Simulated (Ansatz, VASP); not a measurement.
Ge in VASP and in Ansatz

```
Ge
1.0
    -2.57449    2.57449    1.39741
     2.57449   -2.57449    1.39741
     2.57449    2.57449   -1.39741
Ge
2
Direct
  0.47893 0.47435 0.99328
  0.24504 0.74252 0.50691
```

Change from the starting cell: atoms moved at random, drawn with an rms of 0.05 Å.

Alike in both runs: task single point; functional PBEsol; k mesh 11 × 11 × 11; occupations fermi-dirac, width 0.05 eV; no spin polarisation.

```csv
,VASP,Ansatz
version,VASP 6.6.1,Ansatz 0.2.0
potentials or method,"VASP PAW PBE potentials, release 64 (Ge_d)",Ansatz PAW
plane-wave cutoff (eV),520,420
valence electrons in the cell,28,28
```

|  | VASP | Ansatz | Ansatz less VASP |
| --- | --- | --- | --- |
| gap on the k mesh at the Fermi level (eV) | none | none | - |
| pressure (GPa) | -0.6 | -0.5 | +0.05 |
| largest component of the traceless stress (GPa) | 0.53 | 0.54 | +0.014 |
| rms of the force components (eV/Å) | 0.107 | 0.107 | -0.0001 |

Atom by atom the forces differ by 0.000 eV/Å (rms over components). A gap of «none» marks a metal or a gap that the smearing closes. With one functional, cell and mesh, what is left measures potentials, basis and numerics.

Caveats: the PAW data sets were made with another functional, which shifts forces and pressure a little (VASP); the PAW data sets come from PBE, with cores solved anew for the run's functional, which leaves a small shift of forces and pressure (Ansatz).
